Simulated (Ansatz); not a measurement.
PbS (Galena), 2 atoms in the cell. It takes space group Fm-3m (No. 225, cubic). Conventional cell: a = 5.931 Å, b = 5.931 Å, c = 5.931 Å, α = 90.00°, β = 90.00°, γ = 90.00°. Around Pb (site symmetry m-3m) lie 6 S at 2.97 Å. S (site symmetry m-3m) has 6 Pb at 2.97 Å as nearest neighbours. 

```yaml
Program: Ansatz 0.2.0
Task: Born charges
Functional: LDA
Potentials_or_basis: all-electron PAW datasets made for the crystal
Cutoff: 290 eV (chosen from the basis error)
k_mesh: 8 × 8 × 8
Occupations: fixed
Spin: no spin polarisation
```

Potentials or basis: all-electron PAW datasets made for the crystal.

Launch:

```bash
$ ansatz run input.yaml --threads 1 --pin off --max-ram 3072MiB --backend cpu --events-out ev --progress --plain --runs-dir out
```

Hardware: 1 thread of Arm Neoverse V1, with other jobs on the host.

Q: Estimate the wall time of this run.

A: Wall time 32 s on 1 thread of Arm Neoverse V1, on a shared host, peak memory 0.63 GiB. Counts: scf iterations 9, plane waves 561, k points 59, bands 14.
